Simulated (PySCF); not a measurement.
Unknown: peak-picked proton spectrum

Formula C3H6O2. The spectrum was simulated from the full spin Hamiltonian at 200 MHz with 1.0 Hz Lorentzian lines, from shifts rounded to 0.01 ppm and J to 0.1 Hz, couplings under 1 Hz left out. Exchangeable protons (1H) are left uncoupled and out of the list.

Maxima in ppm (height), grouped by integral:
2H: 2.435 (14), 2.392 (45), 2.350 (49), 2.307 (17)
3H: 1.122 (51), 1.079 (100), 1.037 (44)

Computational details: couplings computed with B3LYP/pcJ-1 (without the spin–dipole term), structure optimised with PBE0-D3(BJ)/def2-SVP, GIAO B3LYP/pcSseg-2 shieldings, in PySCF 2.14.0 with density-fitted response routines (fast rotation and ring inversion assumed for equivalent nuclei, relativity neglected, no solvent, single conformer).

References, each an isolated molecule treated in the same way: TMS for ¹H.

(1) Analyse the multiplets.

(2) What is the compound?

Answers

(1) ¹H NMR (200 MHz, computed): δ 5.77 (br s, 1H), 2.37 (q, J = 8.5 Hz, 2H), 1.08 (t, J = 8.5 Hz, 3H). These are first-order names from the parameters used; overlap and second-order distortion can hide them in the list.

(2) Propanoic Acid.

Mapped SMILES: `[CH3:1][CH2:2][C:3](=[O:4])[OH:5]`. Each H is labelled by its parent atom.

- δ 5.77: H(O5), hydrogen on an acid hydroxyl oxygen.
- δ 2.37: H(C2), hydrogen on an sp3 CH2 α to a carbonyl, coupled to H(C1) (8.5 Hz).
- δ 1.08: H(C1), hydrogen on a methyl carbon, coupled to H(C2) (8.5 Hz).

The shifts were computed for this structure.

Exchangeable OH/NH protons stand at their gas-phase positions; hydrogen bonding in a real sample shifts them, mostly to higher δ. Splittings below 1 Hz are ignored in the labels, and close J values are merged. Unscaled 3J(H,H) at this level run about 10 % above measured values.
